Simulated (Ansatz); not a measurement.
Put SrO₃ in I4/mcm (No. 140): Sr on 4c; O on 8h and 4a. Recipe of this trial structure of SrO₃: perovskite family, tilts a0a0c- (A site vacant; B site Sr; X site O).

All numbers below come from DFT PBE, scalar-relativistic, plane waves, PAW (Ansatz). Cutoff 420 eV, Γ-centred mesh, Gaussian smearing, collinear spin.

The zero of energy is the elements' standard structures at the same level (O₂ as a molecule); no fitted shifts are applied.

Question: Which cell and coordinates does it relax to?

Answer:

Space group I4/mcm (No. 140). a = 6.231 Å, b = 6.231 Å, c = 9.037 Å, α = 90.00°, β = 90.00°, γ = 90.00°
```
atom  site  symmetry       x       y       z
  Sr    4c     4/m..  0.5000  0.5000  0.0000
   O    8h      m.2m  0.9261  0.4261  0.0000
   O    4a       422  0.5000  0.5000  0.2500
```

Sr has 2 O at 2.26 Å and 4 O at 2.69 Å; O on a site of symmetry m2m is surrounded by 1 O at 1.30 Å and 2 Sr at 2.69 Å; O on a site of symmetry 422 is surrounded by 2 Sr at 2.26 Å. Another local minimum with the same sites may exist.

Question: Where does its energy lie, and is it a metal?

Answer: The formation energy is −0.98 eV/atom, the gap on the 8×8×8 mesh of the 8-atom cell is 0 eV (a metal) and the net moment per atom is 0.50 μB. The moment by site is O 0.4 (×4), 0.7 (×2) μB. A negative formation energy is needed for stability but isn't enough: competing phases decide.

The last run used collinear spin and Gaussian smearing of 0.10 eV. Another magnetic order may lie lower. A structure relaxed within its symmetry needn't be a true minimum. Site moments count only spheres around the atoms; the net moment includes the space between them.
